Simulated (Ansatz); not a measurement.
# RbCl: a single-point run

The task is a single-point run on RbCl. The structure is shown as the input types it.

Method: density functional or hybrid calculation with the settings of its input, plane waves (as first typed), in Ansatz 0.2.0.

2 further runs of the same task are left out: 2 that didn't finish.

### 1 The starting structure

Symmetry: Fm-3m, No. 225, cubic system. The conventional cell has a = 6.612 Å, b = 6.612 Å, c = 6.612 Å, α = 90.00°, β = 90.00°, γ = 90.00°. Rb (site symmetry m-3m) has 6 Cl at 3.31 Å as nearest neighbours. Cl (site symmetry m-3m) has 6 Rb at 3.31 Å as nearest neighbours.

The input asks for a charge of +2 e on the cell.

As a file:

```xyz
2
Lattice="0.0000 3.3058 3.3058 3.3058 0.0000 3.3058 3.3058 3.3058 0.0000" Properties=species:S:1:pos:R:3 pbc="T T T"
Rb    0.0000    0.0000    0.0000
Cl    3.3058    3.3058    3.3058
```

### 2 Input and run

input.yaml

```yaml
crystal:
  lattice:
    - [0.0, 3.3058128186, 3.3058128186]
    - [3.3058128186, 0.0, 3.3058128186]
    - [3.3058128186, 3.3058128186, 0.0]
  atoms:
    - { symbol: Rb, position: [0.0, 0.0, 0.0] }
    - { symbol: Cl, position: [0.5, 0.5, 0.5] }
kpoints:
  mp_grid: { grid: [4, 4, 4] }
hamiltonian:
  xc: pbe
scf:
  occupations: { method: fixed }
  n_extra_bands: 4
  max_iter: 77
output:
  forces: true
  stress: true
  eigenvalues: true
total_charge: 2
```

Run with:

```
ansatz run input.yaml --threads 4 --pin off --max-ram 3686MiB --backend cpu --events-out ev --progress --plain --runs-dir out
```

Q: Will this input give a usable result? If not, why, and what should change?

The run converged and reported no error, with warnings (band overlap at count, metallic iterate, unresolved pair at count). Its log warns: «a fill by count may have filled part of one level: at k-index 0 the highest filled band, -2.620502 eV, and the lowest empty band, -2.620502 eV, stand 8.882e-16 eV apart ...»

In the input, total_charge is 2. The typed charge changes the electron count, so this is no longer the system that was meant.

Run again and compare: delete total_charge (the default then holds).
